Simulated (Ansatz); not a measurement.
InPd:

```xyz
2
Lattice="3.2719 0.0000 0.0000 0.0000 3.2719 0.0000 0.0000 0.0000 3.2719" Properties=species:S:1:pos:R:3 pbc="T T T"
In    0.0000    0.0000    0.0000
Pd    1.6359    1.6359    1.6359
```

The cell comes from a database or a generator and needn't be the stable form of this composition.

```yaml
Program: Ansatz 0.2.0
Task: relaxation of cell and atoms
Functional: revPBE
Dispersion: D3(BJ)
Potentials_or_basis: Ansatz PAW
Cutoff: "420 eV (not typed: the program's choice for these potentials)"
k_mesh: 8 × 8 × 8
Occupations: fermi-dirac, width 0.05 eV
Spin: no spin polarisation
```

At the start: volume 17.51 Å³/atom.

Q: Where does the relaxation end?

A: It ends after 4 steps and the volume is 17.03 Å³/atom (-2.8 %); space group Pm-3m (No. 221, to 0.05 Å).

The path:
```tsv
step	energy change (eV)	largest force (eV/Å)	volume (Å³)
1	0.0000	0.0000	35.03
2	-0.0113	0.0000	34.15
3	-0.0114	0.0000	34.06
4	-0.0109	0.0000	34.06
```

Final structure:
```cif
data_structure
_symmetry_space_group_name_H-M 'P 1'
_symmetry_Int_Tables_number 1
_cell_length_a 3.2416
_cell_length_b 3.2416
_cell_length_c 3.2416
_cell_angle_alpha 90.000
_cell_angle_beta 90.000
_cell_angle_gamma 90.000
_cell_volume 34.06
loop_
_atom_site_label
_atom_site_type_symbol
_atom_site_fract_x
_atom_site_fract_y
_atom_site_fract_z
_atom_site_occupancy
In1 In 0.00000 0.00000 0.00000 1
Pd1 Pd 0.50000 0.50000 0.50000 1
```

Caveat: the plane-wave basis is chosen anew once the cell has moved, so the energies of steps on either side of that aren't comparable; pairwise dispersion overbinds metals, which lowers pressure and volume; the PAW data sets come from PBE, with cores solved anew for the run's functional, which leaves a small shift of forces and pressure.
